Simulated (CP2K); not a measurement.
The system is MoS2, a slab with vacuum.

```xyz
3
Lattice="3.1841 0.0000 0.0000 -1.5921 2.7575 0.0000 0.0000 0.0000 17.3346" Properties=species:S:1:pos:R:3 pbc="T T T"
Mo    0.0000    0.0000    0.0000
S     0.0000    1.8384   15.7833
S     0.0000    1.8384    1.5513
```

```yaml
Program: CP2K 2026.2
Task: single point
Functional: PBE
Potentials_or_basis: POTENTIAL_UZH Mo GTH-PBE-q14, S GTH-PBE-q6; TZVP-MOLOPT-PBE-GTH basis
Density_cutoff: 6123 eV
k_mesh: 10 × 10 × 2
Occupations: fermi-dirac, width 0.05 eV
Spin: no spin polarisation
```

On this cell: largest force 0.411 eV/Å; band gap on the k mesh 1.72 eV, indirect (least direct gap 1.95 eV).

The same run follows on a disturbed copy (atoms moved at random, drawn with an rms of 0.05 Å):

```xyz
3
Lattice="3.1841 0.0000 0.0000 -1.5921 2.7575 0.0000 0.0000 0.0000 17.3346" Properties=species:S:1:pos:R:3 pbc="T T T"
Mo    0.0313   -0.0382   -0.0082
S     0.0027    1.8229   15.7841
S    -0.0186    1.8067    1.5519
```

Task: What does the disturbed cell give?

Result: The energy moves by +7.0 meV/atom; largest force 0.904 eV/Å; band gap on the k mesh 1.71 eV, indirect (least direct gap 1.93 eV).

Forces in eV/Å, atoms in the order of the input:
```
Mo  -0.807  0.311  0.265
S    0.313 -0.227 -0.570
S    0.494 -0.083  0.305
```

Stress tensor (GPa, compression positive):
```
 0.91 -0.28  0.30
-0.28  0.70  0.23
 0.30  0.23  1.43
```

Caveats: the basis of atomic orbitals isn't converged, which shifts pressures, moduli and gaps.

A k mesh can miss the band edges.
